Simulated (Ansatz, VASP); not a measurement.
# One calculation of HfN, two programs

```xyz
4
Lattice="3.1339 0.0000 0.0000 -1.5670 2.7140 0.0000 0.0000 0.0000 5.4168" Properties=species:S:1:pos:R:3 pbc="T T T"
Hf    1.5670    0.9047    4.0626
Hf    0.0000    1.8094    1.3542
N     0.0000    0.0000    0.0000
N     0.0000    0.0000    2.7084
```

The cell comes from a database or a generator and needn't be the stable form of this composition.

Alike in both runs: task single point; functional r2SCAN; k mesh 7 × 7 × 4; occupations fermi-dirac, width 0.1 eV; no spin polarisation.

```csv
,VASP,Ansatz
version,VASP 6.6.1,Ansatz 0.2.0
potentials or method,"VASP PAW PBE potentials, release 64 (Hf_pv, N)","plane waves, PAW"
plane-wave cutoff (eV),520,500
valence electrons in the cell,30,62
```

```csv
,VASP,Ansatz,Ansatz less VASP
pressure (GPa),-0.2,2.4,+2.58
largest component of the traceless stress (GPa),0.04,0.12,+0.078
```

With one functional, cell and mesh, what is left measures potentials, basis and numerics. The two sets of potentials don't hold the same shells in valence.

Caveats: the PAW data sets were made with another functional, which shifts forces and pressure a little (VASP). The runs have no spin-orbit coupling, so splittings on Hf are missing.
